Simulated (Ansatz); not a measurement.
input.yaml (Ansatz)

```yaml
crystal:
  lattice:
    - [3.3434367194, 0.0, 0.0]
    - [0.0, 3.3434367194, 0.0]
    - [0.0, 0.0, 3.3434367194]
  atoms:
    - { symbol: Na, position: [0.0, 0.0, 0.0] }
hamiltonian:
  xc: rpbe
  pseudopotentials:
    kind: paw
    azcp:
      Na: "pseudopotentials/Na.paw.azcp"
basis:
  ecutwfc: 420
  fft_grid_basis: typed
kpoints:
  mp_grid: { grid: [10, 10, 10], shift: [0, 0, 0] }
magnetization:
  spin_polarized: false
scf:
  occupations: { method: fermi_dirac, width: 0.1 }
  lower_state_search: "off"
output:
  stress: true
```

and its output:

```
Engine: ansatz 0.2.0, aarch64-unknown-linux-gnu
Pseudopotentials: kind: paw
Pseudopotential: Na, paw, valence charge 9, recommended cutoff 420 eV (normal) 
Functional definition: RPBE
  parameter kappa = 0.804
  parameter beta = 0.06672455060314922
  exchange = rpbe_x(kappa = kappa, mu = beta*pi^2/3)
  correlation = pbe_c(beta = beta)
Crystal: 1 atoms, lattice volume = 37.375 Å³
Basis set: ecut = 420 eV, 739 PW (Γ)
Bands: 9, of which v1, the nominal top of the filled ones, is band 5 counted from 1 (4 counted from 0)
Symmetry: 48 space group operations
Space group: Pm-3m (ITA 221), of the structure as read, at distance tolerance 3.3e-5 Å
k-points: 56 of 1000
Non-local potential: Na, projectors of the file, l = 0: 3, l = 1: 2, l = 2: 1
PAW form: soft (Blöchl's): semilocal exchange-correlation on the pseudo side does not see the compensation charge
PAW frozen core: Na, regenerated for the run's functional, and the local potential with it (the file was generated under x = pbe(κ = 0.804, μ = 0.2195149727645171), c = pbe(β = 0.06672455060314922))
PAW one-centre angular grid: Na, 110 points (default); XC on 64 Gauss nodes
Initial density: superposition of atomic densities (neutral atoms: chi_scale 0, normalization atom), corrected by the library's trained network
Initial wavefunctions: pseudopotential atomic-orbital guess
Functional: x = rpbe, c = pbe(β = 0.06672455060314922)
SCF iter   1: F=—  HF=-1488.985372 eV  |F-HF|=—  |Δ(HF+E_count)|=         —  Δρ=2.18e-3  dr2=1.21e-3  ethr=1.77e-3  ⟨swp⟩=5.1  Hψ=3260  notcnv=0
SCF iter   2: F=—  HF=-1488.985021 eV  |F-HF|=—  |Δ(HF+E_count)|=   3.50e-4  Δρ=7.91e-4  dr2=4.00e-4  ethr=1.34e-5  ⟨swp⟩=2.1  Hψ=1143  notcnv=0
SCF iter   3: F=—  HF=-1488.985105 eV  |F-HF|=—  |Δ(HF+E_count)|=   8.42e-5  Δρ=3.33e-4  dr2=5.80e-5  ethr=4.44e-6  ⟨swp⟩=1.0  Hψ=495  notcnv=0
SCF iter   4: F=—  HF=-1488.985115 eV  |F-HF|=—  |Δ(HF+E_count)|=   1.00e-5  Δρ=1.05e-5  dr2=3.72e-8  ethr=6.45e-7  ⟨swp⟩=1.4  Hψ=520  notcnv=0
iter 5 did not close the SCF: its close was put off for the readings that it lacked (scf_convergence_deferred on its scf_iter line)
SCF iter   5: F=-1488.985115 eV  HF=-1488.985115 eV  |F-HF|=2.50e-9  |Δ(HF+E_count)|=   1.31e-7  Δρ=4.13e-6  dr2=2.25e-9  ethr=4.14e-10  ⟨swp⟩=2.0  Hψ=760  notcnv=0
SCF iter   6: F=-1488.985115 eV  HF=-1488.985115 eV  |F-HF|=2.89e-11  |Δ(HF+E_count)|=   1.57e-9  Δρ=4.65e-7  dr2=2.61e-11  ethr=2.50e-11  ⟨swp⟩=1.5  Hψ=1474  notcnv=0
SCF 1 converged in 6 iterations: F = -1488.985115 eV  dr2 = 2.61e-11
SCF converged after 6 iterations
Free energy (F): -1488.985115 eV
Harris-Foulkes:  -1488.985115 eV  (|F-HF|=2.89e-11)
Internal energy: -1488.969594 eV  (E = F + TS)
E sigma→0 (E₀):  -1488.977355 eV
Entropy (-TS):   -0.015521 eV (-15.521 meV/atom)
Fermi energy:    1.888965 eV
--- Per-component energies (eV) ---
  E_band       = -242.082435
  E_kinetic    = 120.280492
  E_local      = -1461.502034  (includes V_loc(G=0)·N_el)
  E_nonlocal   = 114.796288
  E_hartree    = 536.540426
  E_xc         = -38.759640
  E_vxc        = -49.454384  (∫ρ·V_xc dr)
  E_paw        = -265.398770  (= ΣΔE_a)
  E_vpaw       = -39.283747  (= ΣTr[D̂ρ^β])
  E_aug_tail   = -0.000046  (compensation charges beyond the density's cutoff)
  E_ewald      = -494.901292
  E_core_change = -0.025019  (= ΣΔE_core)
  E_smearing   = -0.015521  (= −TS)
  E_closure    = -0.000000  (closes the sum)
  Σ components = -1488.985115   (vs F -1488.985115, Δ=0.00e0)
--- Stress (GPa, compression-positive) ---
        0.884695       0.000000       0.000000
        0.000000       0.884695       0.000000
        0.000000       0.000000       0.884695
  P = ⅓ Tr σ = 0.8847 GPa (8.847 kbar)
```
